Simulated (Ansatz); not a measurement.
Convergence notes, G0W0 on AlP (zincblende)

Zincblende AlP, relaxed with r2SCAN; one-shot G0W0 in Ansatz without spin-orbit coupling. Calculated for a static, non-magnetic cell.

Space group F-43m (No. 216). a = 5.479 Å, b = 5.479 Å, c = 5.479 Å, α = 90.00°, β = 90.00°, γ = 90.00°

| atom | site | symmetry | x | y | z |
| --- | --- | --- | --- | --- | --- |
| Al | 4a | -43m | 0.0000 | 0.0000 | 0.0000 |
| P | 4d | -43m | 0.2500 | 0.2500 | 0.7500 |

Gaps are read over the mesh points alone. G0W0 here is at a finite number of bands, screening cutoff and k mesh, not at the basis limit.

| start | potentials | frequency model | mesh | empty bands | screening cutoff (eV) | Kohn-Sham gap (eV) | G0W0 gap (eV) |
| --- | --- | --- | --- | --- | --- | --- | --- |
| PBE | PAW | contour deformation | 6×6×6 | 93 | 100 | 1.60 | 2.26 |
| PBE | PAW | contour deformation | 6×6×6 | 225 | 180 | 1.60 | 2.38 |
| PBE | PAW | contour deformation | 6×6×6 | 437 | 260 | 1.60 | 2.41 |
| HSE06 | PAW | contour deformation | 6×6×6 | 225 | 180 | 2.28 | 2.71 |
| r2SCAN | PAW | contour deformation | 6×6×6 | 225 | 180 | 1.92 | 2.57 |
| PBE0 | PAW | contour deformation | 6×6×6 | 225 | 180 | 2.96 | 2.89 |
| PBE | PAW | Godby-Needs pole | 6×6×6 | 225 | 180 | 1.60 | 2.32 |
| PBE | PAW | contour deformation | 8×8×8 | 66 | 80 | 1.60 | 2.20 |
| PBE | norm-conserving | contour deformation | 6×6×6 | 225 | 180 | 1.60 | 2.37 |

G0W0 moves the gap on the mesh from 1.60 eV (PBE) to 2.41 eV (Γ to X). Renormalisation factors Z lie between 0.74 and 0.79.

Raising bands and cutoff together moves the gap by +0.12 eV (100 to 180 eV), then +0.03 eV (180 to 260 eV); the last step is small, which bounds nothing strictly. Starting from HSE06 (2.28 eV against PBE's 1.60 eV) gives 2.71 eV, +0.33 eV from G0W0@PBE at the same screening cutoff. Starting from r2SCAN (1.92 eV against PBE's 1.60 eV) gives 2.57 eV, +0.19 eV from G0W0@PBE at the same screening cutoff. Starting from PBE0 (2.96 eV against PBE's 1.60 eV) gives 2.89 eV, +0.51 eV from G0W0@PBE at the same screening cutoff. The Godby-Needs plasmon pole differs from contour deformation by -0.06 eV. Norm-conserving potentials (wave cutoff 599 eV against 420 eV) shift the quasiparticle gap by -0.01 eV and the PBE gap by 0.00 eV. r2SCAN runs take a wave cutoff of 500 eV.
